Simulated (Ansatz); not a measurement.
Runs of Ansatz 0.2.0 on AlNi3. Symmetry: Pm-3m, No. 221, cubic system. Conventional cell: a = 3.523 Å, b = 3.523 Å, c = 3.523 Å, α = 90.00°, β = 90.00°, γ = 90.00°. Ni (site symmetry 4/mmm) has 8 Ni at 2.49 Å and 4 Al at 2.49 Å as nearest neighbours. Al (site symmetry m-3m) is surrounded by 12 Ni at 2.49 Å. The cell is a database's computed one.

| spin | k mesh | gap on the mesh (eV) | pressure (GPa) | moment (μB) |
| --- | --- | --- | --- | --- |
| collinear, random start | 8 × 8 × 8 | none | -0.7 | 0.66 |
| non-collinear, random start | 6 × 6 × 6 | none | (a) | 0.67 |
| collinear, ferromagnetic start | 8 × 8 × 8 | none | -0.7 | 0.66 |
| collinear, ferrimagnetic start | 8 × 8 × 8 | none | -0.7 | 0.66 |
| off | 8 × 8 × 8 | none | -0.8 | - |
| collinear, antiferromagnetic start | 8 × 8 × 8 | none | -0.7 | 0.66 |

Alike in all rows: task single point; level PBEsol; potentials or basis Ansatz PAW; cell as given; cutoff (eV) 420; smearing fermi-dirac 0.05 eV.

Question: Estimate the missing entries.

Answer: (a) -0.6.

Caveats: the PAW data sets come from PBE, with cores solved anew for the run's functional, which leaves a small shift of forces and pressure; the starting moments weren't kept (some runs).

A gap of «none» marks a metal or a gap under the smearing width.
